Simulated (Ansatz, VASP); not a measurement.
# ZnO in VASP and in Ansatz

INCAR

```
PREC     = Accurate       # precision mode
ENCUT    = 520            # plane-wave cutoff, eV
EDIFF    = 1E-6           # SCF threshold, eV
ISMEAR   = 0              # smearing method
SIGMA    = 0.01           # smearing width, eV
LREAL    = F              # projectors in reciprocal space
LASPH    = T              # aspherical terms in the spheres
NELM     = 60             # most SCF steps
ALGO     = Normal         # electronic algorithm
ISIF     = 2              # what is computed and relaxed
LWAVE    = F              # write WAVECAR
LCHARG   = T              # write CHGCAR
GGA      = PS             # functional
LELF     = T              # ELF
LVHAR    = T            
NBANDS   = 26             # bands
```

The input KPOINTS:

```
regular mesh
0
Gamma
  9 9 6
```

File POSCAR:

```
ZnO
1.0
    3.2309096810      0.0000000000      0.0000000000
   -1.6154548405      2.7980498610      0.0000000000
    0.0000000000      0.0000000000      5.2156080124
Zn O
2 2
Direct
    0.3333333333      0.6666666667     -0.0347880078
    0.6666666667      0.3333333333      0.4652119922
    0.3333333333      0.6666666667      0.4167880078
    0.6666666667      0.3333333333      0.9167880078
```

Input for Ansatz:

```yaml
crystal:
  lattice:
    - [3.230909681, 0.0, 0.0]
    - [-1.6154548405, 2.798049861, 0.0]
    - [0.0, 0.0, 5.2156080124]
  atoms:
    - { symbol: Zn, position: [0.3333333333, 0.6666666667, -0.0347880078] }
    - { symbol: Zn, position: [0.6666666667, 0.3333333333, 0.4652119922] }
    - { symbol: O, position: [0.3333333333, 0.6666666667, 0.4167880078] }
    - { symbol: O, position: [0.6666666667, 0.3333333333, 0.9167880078] }
basis:
  ecutwfc: 420
  xc_grid: 2
kpoints:
  mp_grid: { grid: [9, 9, 6] }
hamiltonian:
  xc: pbesol
  pseudopotentials: { kind: paw, azcp: { folder: soft_1 } }
scf:
  occupations: { method: fixed }
output:
  forces: true
  stress: true
  eigenvalues: true
  polarization: {}
```

Change from the starting cell: polar distortion scaled by 0.40.

Alike in both runs: task single point; functional PBEsol; k mesh 9 × 9 × 6; no spin polarisation.

|  | VASP | Ansatz |
| --- | --- | --- |
| version | VASP 6.6.1 | Ansatz 0.2.0 |
| potentials or method | VASP PAW PBE potentials, release 64 (Zn, O) | scalar-relativistic, plane waves, PAW |
| plane-wave cutoff (eV) | 520 | 420 |
| occupations | gaussian, width 0.01 eV | fixed |
| valence electrons in the cell | 36 | 36 |

```csv
,VASP,Ansatz,Ansatz less VASP
gap on the k mesh at the Fermi level (eV),0.79,0.79,-0.001
least direct gap on the mesh (eV),0.79,0.79,-0.001
pressure (GPa),6.2,5.2,-1.04
largest component of the traceless stress (GPa),11.15,10.33,-0.822
rms of the force components (eV/Å),0.328,0.315,-0.0135
```

Atom by atom the forces differ by 0.014 eV/Å (rms over components). Ansatz warned: «pseudo_functional_mismatch».

Caveats: the PAW data sets were made with another functional, which shifts forces and pressure a little (VASP); an odd mesh through Γ misses points on the zone boundary, where band edges often lie.
